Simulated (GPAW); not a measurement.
GaN:

```
Ga N
1.0
     0.00000    2.25350    2.25350
     2.25350    0.00000    2.25350
     2.25350    2.25350    0.00000
Ga N
1 1
Direct
  0.00000 0.00000 0.00000
  0.25000 0.25000 0.25000
```

The cell is a database's computed one.

Base run:

```yaml
Program: GPAW 26.7.0
Functional: RPBE
Potentials_or_basis: the program's PAW data sets (release 1.2.1) made for this functional
Cutoff: 800 eV
Basis: pw
k_mesh: 10 × 10 × 10
Occupations: fermi-dirac, width 0.05 eV
Spin: spin-orbit coupling, no magnetisation
```

Its results: band gap on the k mesh 1.85 eV, direct; pressure 16.8 GPa.

Problem. The run is repeated on the same cell with these changes: functional from RPBE to LDA; band points from 80 to 60. What comes out?

Solution. Band gap on the k mesh 1.87 eV, direct; pressure 0.8 GPa.

Caveats: spin-orbit coupling was added after a scalar SCF, so levels and gaps hold it while energy, forces, pressure and moments don't; this program's spin-orbit splittings come out too wide for heavy elements; so large a pressure means that the cell lies far from this level's equilibrium, or that cutoff or potentials fall short (some runs).

Not every run made on this cell is shown here.
